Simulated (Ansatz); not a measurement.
# ZnSe: a line through an energy map

One line of a two-coordinate grid on ZnSe (F-43m, No. 216; 2 atoms in the cell): volume per atom is varied, at c/a of the conventional cell = 0.961.

Program: Ansatz 0.2.0. Level of theory: DFT PBE, scalar-relativistic, plane waves, PAW. These are calculated values, not measurements.

18 further runs of the same task are left out: 18 set aside as unsound or not needed.

## 1. The system as given

The structure is cubic, space group F-43m (No. 216). Conventional cell: a = 5.732 Å, b = 5.732 Å, c = 5.732 Å, α = 90.00°, β = 90.00°, γ = 90.00°. Zn (site symmetry -43m) has 4 Se at 2.48 Å as nearest neighbours. Se (site symmetry -43m) is surrounded by 4 Zn at 2.48 Å.

Structure file:

```xyz
2
Lattice="0.0000 2.8658 2.8658 2.8658 0.0000 2.8658 2.8658 2.8658 0.0000" Properties=species:S:1:pos:R:3 pbc="T T T"
Zn    0.0000    0.0000    0.0000
Se    4.2987    4.2987    4.2987
```

This cell was relaxed beforehand with the same method: volume 23.54 Å³/atom, gap on the mesh 1.15 eV.

## 2. The scan

The energy is mapped over volume and the cell's shape.

First coordinate, volume per atom: 7 values from 21.65 to 25.42 Å³. Second coordinate, c/a of the conventional cell: 7 values from 0.886 to 1.128.

Nothing else is relaxed (symmetry fixes all fractional coordinates). Energies count from the relaxed crystal. Points are written as (first, second).

## 3. Grid point (22.28 Å³, 0.961)

File input.yaml:

```yaml
crystal:
  lattice:
    - [0.0, 2.7395534501, 2.8519190611]
    - [2.8519190611, 0.0, 2.8519190611]
    - [2.8519190611, 2.7395534501, 0.0]
  atoms:
    - { symbol: Zn, position: [0.0, 0.0, 0.0] }
    - { symbol: Se, position: [0.75, 0.75, 0.75] }
basis:
  ecutwfc: 520.0
kpoints:
  mp_grid: { grid: [10, 10, 10] }
hamiltonian:
  xc: pbe
  pseudopotentials: { kind: paw, azcp: { folder: soft_1 } }
scf:
  occupations: { method: gaussian, width: 0.05 }
output:
  forces: true
  stress: true
  eigenvalues: true
  write_density: true
  write_potential: true
  elf: true
  volumetric_format: npy
```

Run with:

```sh
$ ansatz run input.yaml --threads 1 --pin off --max-ram 2048MiB --backend cpu --events-out ev --progress --plain --runs-dir out
```

Log, shortened:

```text
Warning: RAYON_NUM_THREADS=1 ignored (pool sized by the plan → 1); use --threads N
[...]
Pseudopotentials: kind: paw
Pseudopotential: Zn, paw, valence charge 12, recommended cutoff 420 eV (normal), <dir>
Pseudopotential: Se, paw, valence charge 16, recommended cutoff 420 eV (normal), <dir>
Functional definition: PBE
[...]
Crystal: 2 atoms, lattice volume = 44.564 Å³
Basis set: ecut = 520 eV, 1219 PW (Γ), exchange–correlation on 60×60×60 points (8 copies of the dense FFT grid, shifted against one another)
Bands: 18, of which v1, the nominal top of the filled ones, is band 14 counted from 1 (13 counted from 0)
Symmetry: 8 space group operations
Space group: I-4m2 (ITA 119), of the structure as read, at distance tolerance 3.5e-5 Å
k-points: 102 of 1000 (time reversal used)
[...]
SCF iter   1: F=—  HF=-8789.855643 eV  |F-HF|=—  |Δ(HF+E_count)|=         —  Δρ=6.27e-2  dr2=1.06e0  ethr=3.10e-3  ⟨swp⟩=6.0  Hψ=10231  notcnv=0
[...]
SCF iter   8: F=-8789.521174 eV  HF=-8789.521174 eV  |F-HF|=5.22e-8  |Δ(HF+E_count)|=   1.51e-7  Δρ=1.55e-5  dr2=5.80e-8  ethr=3.57e-10  ⟨swp⟩=10.0  Hψ=17385  notcnv=0
[...]
SCF converged after 8 iterations
Free energy (F): -8789.521174 eV
[...]
E sigma→0 (E₀):  -8789.521174 eV
Fermi energy:    7.553245 eV
[...]
--- Forces (eV/Å), atoms counted from 1 ---
  atom   1  Zn    -0.00000000    -0.00000000     0.00000000
  atom   2  Se     0.00000000     0.00000000     0.00000000
[...]
--- Stress (GPa, compression-positive) ---
        3.118350      -0.000000       0.000000
       -0.000000       4.340472      -0.000000
        0.000000      -0.000000       3.118350
  P = ⅓ Tr σ = 3.5257 GPa (35.257 kbar)
--- Band table (eV; the first three rows and the last of 102) ---
  k-point 0: bands = ["-40.0824", "-40.0776", "-40.0761", "-40.0761", "-40.0696", "-6.5770", "0.2017", "0.2017", "0.2193", "0.5917", "0.5994", "6.7780", "6.7780", "6.9164", "8.1901", "12.6304", "12.6440", "12.6440"]
[...]
```

Run time: 30 s. Hardware: 1 thread of Arm Neoverse N1, shared host; peak memory 0.39 GiB.

The maps below are laid out on this run's own conventional cell (a, b, c = 4.033, 4.033, 5.479 Å).

Density in a lattice plane of the grid's cell (edges 4.03 and 5.48 Å, at 0.000 of the third edge), which holds Zn and Se.

Ten even steps from ' ' (0.01 e/Å³) to '@' (62.94 e/Å³):
```
--::                              ::
                                    
                                    
                                    
                                    
                                    
                                    
                                    
                                    
                                    
                                    
                                    
                                    
                ::==::              
              ..++@@++..            
                ::==::              
                                    
                                    
--::                              ::
##==..                          ..==
```
Columns run along the first of these edges and rows up along the second, over one cell in 18 and 20 even steps from the bottom left corner. Atoms in the plane (fractional): Zn at (0.00, 0.00), Se at (0.50, 0.25).

ELF in the same plane.

Ten even steps from '0' (0.00) to '9' (0.82):
```
000122233333222100
001221111111112210
112211100000111221
111111000000011111
111100000000000111
110000000000000001
000000000000000000
000000001110000000
000000123332100000
000012467776421000
000135788988753100
001367899999876310
012578887778887521
113689863236898631
124789851015898742
123589973237998532
112369997779996321
001237999999973210
000124789998742100
000112467776421100
```
Columns run along the first of these edges and rows up along the second, over one cell in 18 and 20 even steps from the bottom left corner. Atoms in the plane (fractional): Zn at (0.00, 0.00), Se at (0.50, 0.25).

Both are smooth fields of the valence electrons: close to the nuclei they are not physical.

Maxima of ELF outside the ion cores: 0.83 on the Se–Zn line, 0.9 Å from Se.

On the map this point reads 15.7 meV/atom.

## 4. Grid point (22.91 Å³, 0.961)

input.yaml: that of step 3 with these lines changed.

```diff
@@ -2,5 +2,5 @@
   lattice:
-    - [0.0, 2.7395534501, 2.8519190611]
-    - [2.8519190611, 0.0, 2.8519190611]
-    - [2.8519190611, 2.7395534501, 0.0]
+    - [0.0, 2.7650124997, 2.8784223399]
+    - [2.8784223399, 0.0, 2.8784223399]
+    - [2.8784223399, 2.7650124997, 0.0]
   atoms:
@@ -21,5 +21 @@
   eigenvalues: true
-  write_density: true
-  write_potential: true
-  elf: true
-  volumetric_format: npy
```

Run with:

```sh
$ ansatz run input.yaml --threads 1 --pin off --max-ram 2048MiB --backend cpu --events-out ev --progress --plain --runs-dir out
```

Log, shortened:

```text
[...]
SCF converged after 8 iterations
Free energy (F): -8789.541191 eV
[...]
E sigma→0 (E₀):  -8789.541191 eV
Fermi energy:    7.119722 eV
[...]
--- Forces (eV/Å), atoms counted from 1 ---
  atom   1  Zn    -0.00000000     0.00000000     0.00000000
  atom   2  Se     0.00000000     0.00000000    -0.00000000
[...]
--- Stress (GPa, compression-positive) ---
        1.215080       0.000000       0.000000
        0.000000       2.475927       0.000000
        0.000000       0.000000       1.215080
  P = ⅓ Tr σ = 1.6354 GPa (16.354 kbar)
--- Band table (eV; the first three rows and the last of 102) ---
  k-point 0: bands = ["-40.4003", "-40.3959", "-40.3941", "-40.3941", "-40.3881", "-6.7728", "-0.0734", "-0.0734", "-0.0565", "0.2914", "0.2976", "6.4023", "6.4023", "6.5377", "7.7017", "12.2607", "12.2771", "12.2771"]
[...]
```

It took 23 s on 1 thread of Arm Neoverse N1, shared host; peak memory 0.41 GiB.

Energy on the map's scale: 5.7 meV/atom.

## 5. The run at (23.54 Å³, 0.961)

input.yaml: that of step 4 with these lines changed.

```diff
@@ -2,5 +2,5 @@
   lattice:
-    - [0.0, 2.7650124997, 2.8784223399]
-    - [2.8784223399, 0.0, 2.8784223399]
-    - [2.8784223399, 2.7650124997, 0.0]
+    - [0.0, 2.7900540542, 2.9044909996]
+    - [2.9044909996, 0.0, 2.9044909996]
+    - [2.9044909996, 2.7900540542, 0.0]
   atoms:
```

Run with:

```sh
$ ansatz run input.yaml --threads 1 --pin off --max-ram 2048MiB --backend cpu --events-out ev --progress --plain --runs-dir out
```

Log, shortened:

```text
Warning: RAYON_NUM_THREADS=1 ignored (pool sized by the plan → 1); use --threads N
[...]
Pseudopotentials: kind: paw
Pseudopotential: Zn, paw, valence charge 12, recommended cutoff 420 eV (normal), <dir>
Pseudopotential: Se, paw, valence charge 16, recommended cutoff 420 eV (normal), <dir>
Functional definition: PBE
[...]
Crystal: 2 atoms, lattice volume = 47.074 Å³
Basis set: ecut = 520 eV, 1267 PW (Γ), exchange–correlation on 60×64×60 points (8 copies of the dense FFT grid, shifted against one another)
Bands: 18, of which v1, the nominal top of the filled ones, is band 14 counted from 1 (13 counted from 0)
Symmetry: 8 space group operations
Space group: I-4m2 (ITA 119), of the structure as read, at distance tolerance 3.6e-5 Å
k-points: 102 of 1000 (time reversal used)
[...]
SCF iter   1: F=—  HF=-8789.896360 eV  |F-HF|=—  |Δ(HF+E_count)|=         —  Δρ=6.20e-2  dr2=1.10e0  ethr=3.10e-3  ⟨swp⟩=6.1  Hψ=10126  notcnv=0
[...]
SCF iter   8: F=-8789.547458 eV  HF=-8789.547458 eV  |F-HF|=7.34e-8  |Δ(HF+E_count)|=   2.19e-7  Δρ=1.89e-5  dr2=8.93e-8  ethr=3.57e-10  ⟨swp⟩=3.2  Hψ=8760  notcnv=0
[...]
SCF converged after 8 iterations
Free energy (F): -8789.547458 eV
[...]
E sigma→0 (E₀):  -8789.547458 eV
Fermi energy:    6.709722 eV
[...]
--- Forces (eV/Å), atoms counted from 1 ---
  atom   1  Zn    -0.00000000     0.00000000    -0.00000000
  atom   2  Se     0.00000000     0.00000000    -0.00000000
[...]
--- Stress (GPa, compression-positive) ---
       -0.427100      -0.000000      -0.000000
       -0.000000       0.862827       0.000000
       -0.000000       0.000000      -0.427100
  P = ⅓ Tr σ = 0.0029 GPa (0.029 kbar)
--- Band table (eV; the first three rows and the last of 102) ---
  k-point 0: bands = ["-40.7019", "-40.6980", "-40.6958", "-40.6958", "-40.6902", "-6.9602", "-0.3381", "-0.3381", "-0.3217", "0.0032", "0.0081", "6.0475", "6.0475", "6.1800", "7.2394", "11.9091", "11.9281", "11.9281"]
[...]
```

Wall time 23 s (1 thread of Arm Neoverse N1, shared host); peak memory 0.41 GiB.

On the map this point reads 2.6 meV/atom.

## 6. Grid point (24.16 Å³, 0.961)

input.yaml: that of step 5 with these lines changed.

```diff
@@ -2,5 +2,5 @@
   lattice:
-    - [0.0, 2.7900540542, 2.9044909996]
-    - [2.9044909996, 0.0, 2.9044909996]
-    - [2.9044909996, 2.7900540542, 0.0]
+    - [0.0, 2.8146473411, 2.9300930055]
+    - [2.9300930055, 0.0, 2.9300930055]
+    - [2.9300930055, 2.8146473411, 0.0]
   atoms:
```

Run with:

```sh
$ ansatz run input.yaml --threads 1 --pin off --max-ram 2048MiB --backend cpu --events-out ev --progress --plain --runs-dir out
```

Log, shortened:

```text
[...]
SCF converged after 9 iterations
Free energy (F): -8789.541832 eV
[...]
E sigma→0 (E₀):  -8789.541832 eV
Fermi energy:    6.322218 eV
[...]
--- Forces (eV/Å), atoms counted from 1 ---
  atom   1  Zn    -0.00000000    -0.00000000     0.00000000
  atom   2  Se     0.00000000     0.00000000     0.00000000
[...]
--- Stress (GPa, compression-positive) ---
       -1.841223      -0.000000       0.000000
       -0.000000      -0.530349      -0.000000
        0.000000      -0.000000      -1.841223
  P = ⅓ Tr σ = -1.4043 GPa (-14.043 kbar)
--- Band table (eV; the first three rows and the last of 102) ---
  k-point 0: bands = ["-40.9884", "-40.9849", "-40.9823", "-40.9823", "-40.9772", "-7.1396", "-0.5928", "-0.5928", "-0.5769", "-0.2735", "-0.2698", "5.7125", "5.7125", "5.8422", "6.8022", "11.5749", "11.5963", "11.5963"]
[...]
```

It took 25 s on 1 thread of Arm Neoverse N1, shared host; peak memory 0.42 GiB.

On the map this point reads 5.4 meV/atom.

## 7. Grid point (24.79 Å³, 0.961)

input.yaml: that of step 6 with these lines changed.

```diff
@@ -2,5 +2,5 @@
   lattice:
-    - [0.0, 2.8146473411, 2.9300930055]
-    - [2.9300930055, 0.0, 2.9300930055]
-    - [2.9300930055, 2.8146473411, 0.0]
+    - [0.0, 2.838783306, 2.9552189319]
+    - [2.9552189319, 0.0, 2.9552189319]
+    - [2.9552189319, 2.838783306, 0.0]
   atoms:
```

Run with:

```sh
$ ansatz run input.yaml --threads 1 --pin off --max-ram 2048MiB --backend cpu --events-out ev --progress --plain --runs-dir out
```

Log, shortened:

```text
Warning: RAYON_NUM_THREADS=1 ignored (pool sized by the plan → 1); use --threads N
[...]
Pseudopotentials: kind: paw
Pseudopotential: Zn, paw, valence charge 12, recommended cutoff 420 eV (normal), <dir>
Pseudopotential: Se, paw, valence charge 16, recommended cutoff 420 eV (normal), <dir>
Functional definition: PBE
[...]
Crystal: 2 atoms, lattice volume = 49.584 Å³
Basis set: ecut = 520 eV, 1339 PW (Γ), exchange–correlation on 64×64×64 points (8 copies of the dense FFT grid, shifted against one another)
Bands: 18, of which v1, the nominal top of the filled ones, is band 14 counted from 1 (13 counted from 0)
Symmetry: 8 space group operations
Space group: I-4m2 (ITA 119), of the structure as read, at distance tolerance 3.7e-5 Å
k-points: 102 of 1000 (time reversal used)
[...]
SCF iter   1: F=—  HF=-8789.887692 eV  |F-HF|=—  |Δ(HF+E_count)|=         —  Δρ=6.12e-2  dr2=1.14e0  ethr=3.10e-3  ⟨swp⟩=5.9  Hψ=10015  notcnv=0
[...]
SCF iter   8: F=-8789.525982 eV  HF=-8789.525982 eV  |F-HF|=7.38e-8  |Δ(HF+E_count)|=   1.59e-7  Δρ=1.72e-5  dr2=8.01e-8  ethr=3.57e-10  ⟨swp⟩=3.9  Hψ=10117  notcnv=0
[...]
SCF converged after 8 iterations
Free energy (F): -8789.525982 eV
[...]
E sigma→0 (E₀):  -8789.525982 eV
Fermi energy:    5.956016 eV
[...]
--- Forces (eV/Å), atoms counted from 1 ---
  atom   1  Zn    -0.00000000     0.00000000    -0.00000000
  atom   2  Se     0.00000000     0.00000000     0.00000000
[...]
--- Stress (GPa, compression-positive) ---
       -3.057978       0.000000       0.000000
        0.000000      -1.733020       0.000000
        0.000000       0.000000      -3.057978
  P = ⅓ Tr σ = -2.6163 GPa (-26.163 kbar)
--- Band table (eV; the first three rows and the last of 102) ---
  k-point 0: bands = ["-41.2609", "-41.2578", "-41.2549", "-41.2549", "-41.2501", "-7.3113", "-0.8368", "-0.8368", "-0.8214", "-0.5378", "-0.5352", "5.3964", "5.3964", "5.5233", "6.3887", "11.2573", "11.2808", "11.2808"]
[...]
```

Wall time 27 s (1 thread of Arm Neoverse N1, shared host); peak memory 0.42 GiB.

Energy on the map's scale: 13.3 meV/atom.

## 8. Point (25.42 Å³, 0.961)

input.yaml: that of step 7 with these lines changed.

```diff
@@ -2,5 +2,5 @@
   lattice:
-    - [0.0, 2.838783306, 2.9552189319]
-    - [2.9552189319, 0.0, 2.9552189319]
-    - [2.9552189319, 2.838783306, 0.0]
+    - [0.0, 2.8625532235, 2.9799637972]
+    - [2.9799637972, 0.0, 2.9799637972]
+    - [2.9799637972, 2.8625532235, 0.0]
   atoms:
```

Run with:

```sh
$ ansatz run input.yaml --threads 1 --pin off --max-ram 2048MiB --backend cpu --events-out ev --progress --plain --runs-dir out
```

Log, shortened:

```text
[...]
SCF converged after 9 iterations
Free energy (F): -8789.501271 eV
[...]
E sigma→0 (E₀):  -8789.501271 eV
Fermi energy:    5.608427 eV
[...]
--- Forces (eV/Å), atoms counted from 1 ---
  atom   1  Zn    -0.00000000    -0.00000000    -0.00000000
  atom   2  Se     0.00000000     0.00000000     0.00000000
[...]
--- Stress (GPa, compression-positive) ---
       -4.106564      -0.000000       0.000000
       -0.000000      -2.773302      -0.000000
        0.000000      -0.000000      -4.106564
  P = ⅓ Tr σ = -3.6621 GPa (-36.621 kbar)
--- Band table (eV; the first three rows and the last of 102) ---
  k-point 0: bands = ["-41.5203", "-41.5176", "-41.5144", "-41.5144", "-41.5100", "-7.4764", "-1.0728", "-1.0728", "-1.0579", "-0.7929", "-0.7913", "5.0966", "5.0966", "5.2209", "5.9960", "10.9540", "10.9794", "10.9794"]
[...]
```

It took 29 s on 1 thread of Arm Neoverse N1, shared host; peak memory 0.42 GiB.

That is 25.7 meV/atom from the zero.

## 9. What came out

| volume per atom (Å³) | step | energy (meV/atom) | slope (meV/atom per Å³) | pressure (GPa) | band gap on the k-mesh (eV) |
| --- | --- | --- | --- | --- | --- |
| 21.65 | – | 33.8 | −35.7 | 5.7 | 1.39 |
| 22.28 | 3 | 15.7 | −22.0 | 3.5 | 1.27 |
| 22.91 | 4 | 5.7 | −10.2 | 1.6 | 1.16 |
| 23.54 | 5 | 2.6 | 0.0 | 0.0 | 1.06 |
| 24.16 | 6 | 5.4 | 8.8 | −1.4 | 0.96 |
| 24.79 | 7 | 13.3 | 16.3 | −2.6 | 0.86 |
| 25.42 | 8 | 25.7 | 22.9 | −3.7 | 0.78 |

Energies count from the relaxed crystal. Rows without a step come from runs not printed here or follow by symmetry. Slopes come from the forces (and the stress, where the cell changes), not from differences of energies.

**Reading.** Along the line the energy is lowest at 23.54 Å³, 2.6 meV/atom from the zero. Energies and slopes round the minimum, fitted together, put the minimum at 23.537 Å³, with a curvature of about 15 meV/atom per (Å³)². V·d²E/dV² there is about 57 GPa, a bulk modulus under this line's constraint. The highest point computed, at 21.65 Å³, lies 31.2 meV/atom above the lowest. This is one cut through a surface in two coordinates; the map's lowest point lies off it.

These are semilocal Kohn-Sham gaps, which aren't the measured quantity. Such gaps usually fall short of the measured ones.
